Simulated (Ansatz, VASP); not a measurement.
**Two plane-wave programs on Zr**

File INCAR:

```
PREC = Accurate ; ENCUT = 520
EDIFF = 1E-7 ; ISMEAR = -1
SIGMA = 0.1 ; LREAL = False
LASPH = True ; NELM = 100
ALGO = Normal ; ISIF = 2
LWAVE = False ; LCHARG = False
GGA = RP ; NBANDS = 12
```

The input KPOINTS:

```
Automatic mesh
0
Gamma
  12 12 12
```

The input POSCAR:

```
Zr
1.0
    2.9418864961      0.0000000000      0.0000000000
    0.0000000000      2.9418864961      0.0000000000
    0.0000000000      0.0000000000      2.9418864961
Zr
1
Direct
    0.0000000000      0.0000000000      0.0000000000
```

Input for Ansatz:

```yaml
crystal:
  lattice:
    - [2.9418864961, 0.0, 0.0]
    - [0.0, 2.9418864961, 0.0]
    - [0.0, 0.0, 2.9418864961]
  atoms:
    - { symbol: Zr, position: [0.0, 0.0, 0.0] }
hamiltonian:
  xc: rpbe
  pseudopotentials:
    kind: paw
    azcp:
      Zr: "pseudopotentials/Zr.paw.azcp"
basis:
  ecutwfc: 420
  fft_grid_basis: typed
kpoints:
  mp_grid: { grid: [12, 12, 12], shift: [0, 0, 0] }
magnetization:
  spin_polarized: false
scf:
  occupations: { method: fermi_dirac, width: 0.1 }
  lower_state_search: "off"
output:
  stress: true
  write_density: true
  write_potential: true
  elf: true
  volumetric_format: npy
```

Alike in both runs: task single point; functional RPBE; k mesh 12 × 12 × 12; occupations fermi-dirac, width 0.1 eV; no spin polarisation.

|  | VASP | Ansatz |
| --- | --- | --- |
| version | VASP 6.6.1 | Ansatz 0.2.0 |
| potentials or method | VASP PAW PBE potentials, release 64 (Zr_sv) | plane waves (420 eV) with PAW, scalar-relativistic |
| plane-wave cutoff (eV) | 520 | 420 |
| valence electrons in the cell | 12 | 12 |

|  | VASP | Ansatz | Ansatz less VASP |
| --- | --- | --- | --- |
| pressure (GPa) | 0.3 | 0.3 | -0.02 |

With one functional, cell and mesh, what is left measures potentials, basis and numerics.

Caveats: the PAW data sets were made with another functional, which shifts forces and pressure a little (VASP).
